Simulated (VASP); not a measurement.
**KI: electric field gradients with PBEsol**

**The experiment to reproduce.**

From a printed reference work, monograph, for a bulk crystal of KI: band gap 6.32 eV.

KI:

```
CELL_PARAMETERS angstrom
0.00000 3.53277 3.53277
3.53277 0.00000 3.53277
3.53277 3.53277 0.00000
ATOMIC_POSITIONS crystal
K 0.00000 0.00000 0.00000
I 0.50000 0.50000 0.50000
```

| Property | Result |
| --- | --- |
| Program | VASP 6.6.1 |
| Task | electric field gradients |
| Functional | PBEsol |
| Potentials or basis | VASP PAW PBE potentials, release 64 (K_sv, I) |
| Cutoff | 400 eV |
| k mesh | 4 × 4 × 4 |
| Occupations | fermi-dirac, width 0.02 eV |
| Spin | no spin polarisation |
| Dipole correction | no |
| Further INCAR settings | ALGO = Normal; EDIFF = 1e-08; NBANDS = 15 |

| Quantity | Value |
| --- | --- |
| Pressure | -0.2 GPa |
| Band gap on the k mesh | 3.81 eV |
| Largest electric field gradient by atom | zero within the noise of the run |

Levels at points of the mesh, in eV from the valence-band top:
| k point | band 5 | band 6 | band 7 | band 8 | band 9 | band 10 | band 11 | band 12 |
| --- | --- | --- | --- | --- | --- | --- | --- | --- |
| (0.00, 0.00, 0.00) | -10.54 | 0.00 | 0.00 | 0.00 | 3.81 | 6.43 | 6.43 | 6.43 |
| (0.50, 0.00, 0.00) | -10.24 | -1.35 | -0.34 | -0.34 | 5.38 | 7.61 | 8.07 | 8.07 |
| (0.50, 0.50, 0.00) | -10.39 | -1.02 | -0.37 | -0.37 | 4.83 | 5.67 | 8.07 | 8.65 |

Run time: 20 s on 1 thread of Intel Xeon 8259CL, with other jobs on the host, peak memory 0.2 GiB.

Measured gap of KI: 6.32 eV (a printed reference work, monograph). This calculation gives 3.81 eV (-2.51 eV). Spin-orbit coupling on I is left out. The value is that of PBEsol, without temperature or zero-point motion. Semilocal functionals fall short of measured gaps as a rule.

Caveat: the PAW data sets were made with another functional, which shifts forces and pressure a little; spin-orbit coupling is left out, which moves the levels of the heavy elements.
